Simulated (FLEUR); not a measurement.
## BP under changes of volume

One of the cells (11.682 Å³/atom); the others are scaled copies at fixed shape and fractional positions:

```
P B
1.0
     0.00000    2.26900    2.26900
     2.26900    0.00000    2.26900
     2.26900    2.26900    0.00000
P B
1 1
Cartesian
  3.4035 3.4035 3.4035
  0.0000 0.0000 0.0000
```

```yaml
Program: FLEUR MaX-R8.1 (later development tree)
Functional: RPBE
Potentials_or_basis: all-electron
Basis: FLAPW
Kmax: 5.47 1/bohr
k_mesh: 10 × 10 × 10
Occupations: fermi-dirac, width 0.05 eV
Spin: no spin polarisation
```

```csv
volume (Å³/atom),energy over the lowest point (meV/atom),gap on the mesh (eV)
10.981,43.54,1.31
11.214,23.87,1.34
11.682,1.98,1.41
12.149,0.00,1.47
12.383,?,?
```

Problem. What does the run at 12.383 Å³/atom give?

Solution. Energy over the lowest point 5.38 meV/atom; gap on the mesh 1.50 eV.

Worked out: A Birch-Murnaghan fit of order 2 (a polynomial in V^(-2/3)) to the other rows has its minimum at 11.96 Å³/atom with B0 = V·E''(V) = 155 GPa. It gives 5.35 meV/atom at 12.383 Å³/atom, against the run's 5.38. A straight line through the other rows of the gap, of slope 1.6 eV per unit of ln V, extrapolates to 1.50 eV, against the run's 1.50.

Energies are extrapolated to zero smearing.

A mesh can miss the band edges.
